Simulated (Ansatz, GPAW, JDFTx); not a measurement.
# One calculation of BP, 4 ways

```
P B
1.0
     0.00000    2.26900    2.26900
     2.26900    0.00000    2.26900
     2.26900    2.26900    0.00000
P B
1 1
Direct
  0.75000 0.75000 0.75000
  0.00000 0.00000 0.00000
```

Alike in all runs: task single point; functional LDA; k mesh 10 × 10 × 10; occupations gaussian, width 0.05 eV; no spin polarisation; no spin-orbit coupling. LDA stands for any of its common fits. Pressure is positive in compression and, in plane waves, holds the error of the finite cutoff, which Ansatz's Pulay term estimates and takes out.

```tsv
program and potentials	plane-wave cutoff (eV)	notes	band gap (eV)	pressure (GPa)
Ansatz, Ansatz PAW	420	potentials made for PBE, which Ansatz adapts in part; Pulay term of +0.16 GPa included	1.19	-5.23
Ansatz, all-electron LAPW, scalar-relativistic	-	-	1.19	-5.24
GPAW, the program's PAW data sets (release 1.2.1) made for this functional	800	-	1.19	-5.02
JDFTx, PseudoDojo-SR-LDA-0.4.1-standard with smoothed tails	1034	-	1.20	-5.59
```

The band gap spans 1.19 (Ansatz, Ansatz PAW) to 1.20 eV (JDFTx, PseudoDojo-SR-LDA-0.4.1-standard with smoothed tails), with all-electron results at 1.19. The pressure spans -5.59 (JDFTx, PseudoDojo-SR-LDA-0.4.1-standard with smoothed tails) to -5.02 GPa (GPAW, the program's PAW data sets (release 1.2.1) made for this functional), with all-electron results at -5.24. The gap is indirect and read on the mesh alone.

Differences between rows come from potentials, basis sets and numerical settings, since the functional is the same but for its coding. Runs on potential files found faulty are left out.

All four runs put BP under tension at this volume, so LDA favours a smaller cell. Since the lattice parameter used is close to the measured one, this is the familiar LDA overbinding. The short, strongly covalent B–P bonds make the crystal stiff, so even a pressure of -5.24 GPa corresponds to only a slight contraction, and the spread between the runs to a still smaller difference in equilibrium lattice parameter.

The gap hardly responds to the choice of potential. It separates bonding valence states, mainly p-like at the top, from antibonding conduction states, and all the potentials evidently describe these valence orbitals alike. Pressure, a volume derivative of the total energy, is a sharper test and probably reveals small differences in the treatment of the core region.

At 1.19 to 1.20 eV the gap lies well below experiment, chiefly because the Kohn–Sham gap of LDA lacks the derivative discontinuity that contributes to the quasiparticle gap. The close agreement between programs therefore supports their numerical consistency, not the accuracy of the predicted gap.
